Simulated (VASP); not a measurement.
A run of VASP 6.6.1 is set up as follows.

The input POSCAR:

```
BaS
1.0
    0.0000000000      3.1937500000      3.1937500000
    3.1937500000      0.0000000000      3.1937500000
    3.1937500000      3.1937500000      0.0000000000
Ba S
1 1
Direct
    0.0000000000      0.0000000000      0.0000000000
    0.5000000000      0.5000000000      0.5000000000
```

The input INCAR.step1:

```
PREC = Accurate
ENCUT = 520
EDIFF = 1E-6
ISMEAR = -1
SIGMA = 0.05
LREAL = False
LASPH = True
NELM = 60
ALGO = Fast
ISIF = 2
LWAVE = False
LCHARG = True
GGA = AM
NBANDS = 15
```

KPOINTS.step1

```
regular mesh
0
Gamma
  7 7 7
```

The input INCAR.step2:

```
PREC = Accurate
ENCUT = 520
EDIFF = 1E-6
ISMEAR = 0
SIGMA = 0.05
LREAL = False
LASPH = True
NELM = 60
ALGO = Fast
ISIF = 2
LWAVE = False
LCHARG = False
GGA = AM
NBANDS = 15
ICHARG = 11
```

Contents of KPOINTS.step2:

```
path GXWKGLUWLK,UX
10
line-mode
reciprocal
 0.0000000000  0.0000000000  0.0000000000  G
 0.5000000000  0.0000000000  0.5000000000  X

 0.5000000000  0.0000000000  0.5000000000  X
 0.5000000000  0.2500000000  0.7500000000  W

 0.5000000000  0.2500000000  0.7500000000  W
 0.3750000000  0.3750000000  0.7500000000  K

 0.3750000000  0.3750000000  0.7500000000  K
 0.0000000000  0.0000000000  0.0000000000  G

 0.0000000000  0.0000000000  0.0000000000  G
 0.5000000000  0.5000000000  0.5000000000  L

 0.5000000000  0.5000000000  0.5000000000  L
 0.6250000000  0.2500000000  0.6250000000  U

 0.6250000000  0.2500000000  0.6250000000  U
 0.5000000000  0.2500000000  0.7500000000  W

 0.5000000000  0.2500000000  0.7500000000  W
 0.5000000000  0.5000000000  0.5000000000  L

 0.5000000000  0.5000000000  0.5000000000  L
 0.3750000000  0.3750000000  0.7500000000  K

 0.6250000000  0.2500000000  0.6250000000  U
 0.5000000000  0.0000000000  0.5000000000  X
```

Potentials or basis: VASP PAW PBE potentials, release 64 (Ba_sv, S).

Launch:

```sh
$ cat potpaw_PBE.64/Ba_sv/POTCAR potpaw_PBE.64/S/POTCAR > POTCAR
$ cp INCAR.step1 INCAR
$ cp KPOINTS.step1 KPOINTS
$ mpirun -np 1 vasp_std > vasp.out
$ cp INCAR.step2 INCAR
$ cp KPOINTS.step2 KPOINTS
$ mpirun -np 1 vasp_std > vasp.out
```

(1) Estimate the band gap along the path.

(2) What does it give for the band gap on the k mesh?

## Answers

(1) 2.08 eV, indirect (least direct gap 2.22 eV).

(2) 2.14 eV, indirect (least direct gap 2.29 eV).

Caveat: the log is that of the step along the path at fixed density, whose energy, stress, charges and moments have no meaning; spin-orbit coupling is left out, which moves the levels of the heavy elements.

**Experimental background.**

From a printed reference work, monograph, original work of 1988, for a bulk crystal of BaS at 2 K: band gap 3.806 eV (indirect).

A measured gap of BaS is 3.806 eV (indirect; 2 K; a printed reference work, monograph, original work of 1988); the calculated 2.08 eV misses it by -1.73 eV. Spin-orbit coupling on Ba is left out. The value is that of AM05, without temperature or zero-point motion. Semilocal functionals fall short of measured gaps as a rule.
